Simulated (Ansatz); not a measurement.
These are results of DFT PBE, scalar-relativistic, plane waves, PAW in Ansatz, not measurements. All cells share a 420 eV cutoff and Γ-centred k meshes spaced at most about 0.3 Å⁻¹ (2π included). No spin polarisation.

These are static total energies at zero pressure.

Compare these two cells of WSe₂, each relaxed at this level.

A. Space group P-3m1 (No. 164), trigonal, a = 3.321 Å, c = 38.770 Å. W on its first site is surrounded by 6 Se at 2.55 Å; around W on its second site lie 6 Se at 2.55 Å; Se on its first site is surrounded by 3 W at 2.55 Å; Se on its second site has 3 W at 2.55 Å; Se on its third site is surrounded by 3 W at 2.55 Å; 1 more site not described.

B. Space group P-3m1 (No. 164), trigonal, a = 3.320 Å, c = 24.820 Å. W is surrounded by 6 Se at 2.55 Å; around Se on its first site lie 3 W at 2.55 Å; around Se on its second site lie 3 W at 2.55 Å.

Task: Which is lower in energy, and by how much?

Result: They are level within the accuracy (under 1 meV/atom apart). A has space group P-3m1 (No. 164), 30.9 Å³/atom and a gap of 1.51 eV on its mesh; B has space group P-3m1 (No. 164), 39.5 Å³/atom and a gap of 1.54 eV. Origin: A and B, each reached from a Materials Project cell. The lowest form computed isn't among them: it has the 2H molybdenite type, space group P6_3/mmc (No. 194), 24.3 Å³/atom, is reached from a cell as deposited in COD and lies under 1 meV/atom below the best shown.

Weakly bound directions are ill-defined at this level, which has no dispersion term (P-3m1 at 30.9 Å³/atom, P-3m1 at 39.5 Å³/atom), and this can change margins and order among such cells. Spin–orbit coupling, which can matter for W, is left out. Kohn–Sham gaps at this level usually fall short of measured ones. Some types were kept out of the candidates beforehand, so the set may lack a known form.
